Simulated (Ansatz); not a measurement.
In:

```
In
1.0
     3.33548    0.00000    0.00000
    -1.66774    2.88861    0.00000
     0.00000    0.00000    5.50914
In
2
Direct
  0.66667 0.33333 0.75000
  0.33333 0.66667 0.25000
```

This isn't the form of In at room conditions, which is tetragonal.

| Property | Result |
| --- | --- |
| Program | Ansatz 0.2.0 |
| Task | relaxation of cell and atoms |
| Functional | PBEsol |
| Potentials or basis | all-electron LAPW, scalar-relativistic |
| Basis error allowed | 0.001 eV/atom |
| k mesh | 9 × 9 × 5 |
| Occupations | fermi-dirac, width 0.05 eV |
| Spin | no spin polarisation |

At the start: volume 26.54 Å³/atom.

Problem. How do energy, volume and symmetry change on relaxing?

Solution. Over 6 steps the energy falls by 4.6 meV/atom and the volume is 25.60 Å³/atom (-3.5 %); space group P6_3/mmc (No. 194, to 0.05 Å).

Step by step:
```csv
step,energy change (eV),largest force (eV/Å),volume (Å³)
1,0.0000,0.0000,53.08
2,-0.0085,0.0000,51.37
3,-0.0091,0.0000,51.13
4,-0.0092,0.0000,51.18
5,-0.0092,0.0000,51.20
6,-0.0092,0.0000,51.20
```

Final structure:
```
In
1.0
     3.30944    0.00000    0.00000
    -1.65472    2.86606    0.00000
     0.00000    0.00000    5.39772
In
2
Direct
  0.66667 0.33333 0.75000
  0.33333 0.66667 0.25000
```
